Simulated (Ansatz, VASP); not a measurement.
# One calculation of BN, two programs

The input INCAR:

```
SYSTEM = BN
  ALGO = Normal
  EDIFF = 1E-6
  ENCUT = 520
  GGA = PE
  ISIF = 2
  ISMEAR = 0
  LASPH = .TRUE.
  LCHARG = .TRUE.
  LELF = .TRUE.
  LREAL = .FALSE.
  LVHAR = .TRUE.
  LWAVE = .FALSE.
  NBANDS = 16
  NELM = 80
  PREC = Accurate
  SIGMA = 0.05
```

Contents of KPOINTS:

```
k-points
0
G
  12 12 6
  0 0 0
```

The input POSCAR:

```
BN
1.0
    2.5545800962      0.0000000000      0.0000000000
   -1.2772900481      2.2123312593      0.0000000000
    0.0000000000      0.0000000000      4.2245145363
B N
2 2
Direct
    0.6666666667      0.3333333333      0.9998058548
    0.3333333333      0.6666666667      0.4998058548
    0.6347611033      0.2695222066      0.6131923931
    0.3014277700      0.6028555399      0.1131923931
```

Input for Ansatz:

```yaml
crystal:
  lattice:
    - [2.5545800962, 0.0, 0.0]
    - [-1.2772900481, 2.2123312593, 0.0]
    - [0.0, 0.0, 4.2245145363]
  atoms:
    - { symbol: B, position: [0.6666666667, 0.3333333333, 0.9998058548] }
    - { symbol: B, position: [0.3333333333, 0.6666666667, 0.4998058548] }
    - { symbol: "N", position: [0.6347611033, 0.2695222066, 0.6131923931] }
    - { symbol: "N", position: [0.30142777, 0.6028555399, 0.1131923931] }
basis:
  ecutwfc: 420
kpoints:
  mp_grid: { grid: [12, 12, 6] }
hamiltonian:
  xc: pbe
scf:
  occupations: { method: gaussian, width: 0.05 }
output:
  forces: true
  stress: true
  eigenvalues: true
```

Change from the starting cell: all N atoms moved +0.150 Å, as atom 3 towards its neighbour atom 2 (B) at 1.567 Å.

Alike in both runs: task single point; functional PBE; k mesh 12 × 12 × 6; occupations gaussian, width 0.05 eV; no spin polarisation.

```csv
,VASP,Ansatz
version,VASP 6.6.1,Ansatz 0.2.0
potentials or method,"VASP PAW PBE potentials, release 64 (B, N)","scalar-relativistic, plane waves, PAW"
plane-wave cutoff (eV),520,420
valence electrons in the cell,16,16
```

```csv
,VASP,Ansatz,Ansatz less VASP
gap on the k mesh at the Fermi level (eV),4.86,4.88,+0.015
least direct gap on the mesh (eV),7.20,7.20,+0.004
pressure (GPa),7.9,7.7,-0.13
largest component of the traceless stress (GPa),5.96,5.93,-0.029
rms of the force components (eV/Å),2.395,2.387,-0.0074
```

Atom by atom the forces differ by 0.008 eV/Å (rms over components). With one functional, cell and mesh, what is left measures potentials, basis and numerics.

Caveats: forces of over 1 eV/Å show positions far from the minimum, so gaps and moduli don't describe the material at rest. A k mesh can miss the band edges.
